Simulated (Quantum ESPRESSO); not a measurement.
CoO in Quantum ESPRESSO: the effect of functional

CoO:

```xyz
2
Lattice="2.5705 0.0000 0.0000 0.0000 2.5705 0.0000 0.0000 0.0000 2.5705" Properties=species:S:1:pos:R:3 pbc="T T T"
Co    0.0000    0.0000    0.0000
O     1.2853    1.2853    1.2853
```

Measurements of this composition are mostly on another form, of space group No. 225.

Alike in all runs:

| Item | Value |
| --- | --- |
| Program | Quantum ESPRESSO 7.5 |
| Task | phonons |
| Cutoff | 1306 eV |
| Density cutoff | 5225 eV |
| k mesh | 6 × 6 × 6, shifted |
| Occupations | fermi-dirac, width 0.05 eV |
| Spin | collinear spin, ferromagnetic start |
| Starting moments | [2.0, 0.0] μB |

Each run relaxes the cell or the atoms first.

| functional | potentials or basis | relaxed volume (Å³/atom) |
| --- | --- | --- |
| LDA | PseudoDojo 0.4.1 SR LDA standard | 8.17 |
| PBEsol | PseudoDojo 0.4.1 SR PBEsol standard | 8.48 |
| revPBE | PseudoDojo 0.4.1 SR PBE standard | 9.09 |
| RPBE | PseudoDojo 0.4.1 SR PBE standard | 9.17 |
| BLYP | PseudoDojo 0.4.1 SR PBE standard | ? |

What does the run with functional BLYP give?

Relaxed volume 9.29 Å³/atom.

Caveats: all runs use coarse meshes; the mesh is thin for the phonons of a metal; a cell with one magnetic atom can't hold antiferromagnetic order, which such compounds often take; some modes are imaginary (some runs); the potentials were made for another functional, which shifts forces and pressure (some runs); before the sum rule the acoustic modes lie tens of cm⁻¹ from zero, a sign that the density grid also shifts the optical modes (some runs); the acoustic modes lie far from zero, so the frequencies are unreliable (some runs).

Runs at the PBE level aren't shown here.
